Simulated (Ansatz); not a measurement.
FePt (Tetraferroplatinum):

```xyz
2
Lattice="2.7235 0.0000 0.0000 0.0000 2.7235 0.0000 0.0000 0.0000 3.7200" Properties=species:S:1:pos:R:3 pbc="T T T"
Pt    1.3618    1.3618    1.8600
Fe    0.0000    0.0000    0.0000
```

```yaml
Program: Ansatz 0.2.0
Task: relaxation of cell and atoms
Functional: PBE0
Potentials_or_basis: Ansatz PAW
Cutoff: "420 eV (not typed: the program's choice for these potentials)"
k_mesh: 5 × 5 × 4
Occupations: fermi-dirac, width 0.05 eV
Spin: collinear spin, ferromagnetic start
Starting_moments: "[0.0, 3.0] μB"
```

At the start: volume 13.80 Å³/atom.

Q: How do energy, volume and symmetry change on relaxing?

A: It ends after 7 steps and the volume is 14.19 Å³/atom (+2.8 %); space group P4/mmm (No. 123, to 0.05 Å); moment 3.90 μB per cell.

Step by step:
```
step  energy change (eV)  largest force (eV/Å)  volume (Å³)
   1              0.0000                0.0000        27.59
   2             -0.0180                0.0000        28.92
   3             -0.0297                0.0000        28.43
   4             -0.0298                0.0000        28.38
   5             -0.0306                0.0000        28.38
   6             -0.0307                0.0000        28.37
   7             -0.0306                0.0000        28.37
```

Final structure:
```
CELL_PARAMETERS angstrom
2.77833 0.00000 0.00000
0.00000 2.77833 0.00000
0.00000 0.00000 3.67573
ATOMIC_POSITIONS crystal
Pt 0.50000 0.50000 0.50000
Fe 0.00000 0.00000 0.00000
```

Caveat: the k mesh is coarse (spacing up to 0.46 Å⁻¹), so the values aren't converged, least of all with exact exchange; the magnetic or orbital state may not be the lowest; the plane-wave basis is chosen anew once the cell has moved, so the energies of steps on either side of that aren't comparable; the PAW data sets come from PBE, with cores solved anew for the run's functional, which leaves a small shift of forces and pressure.
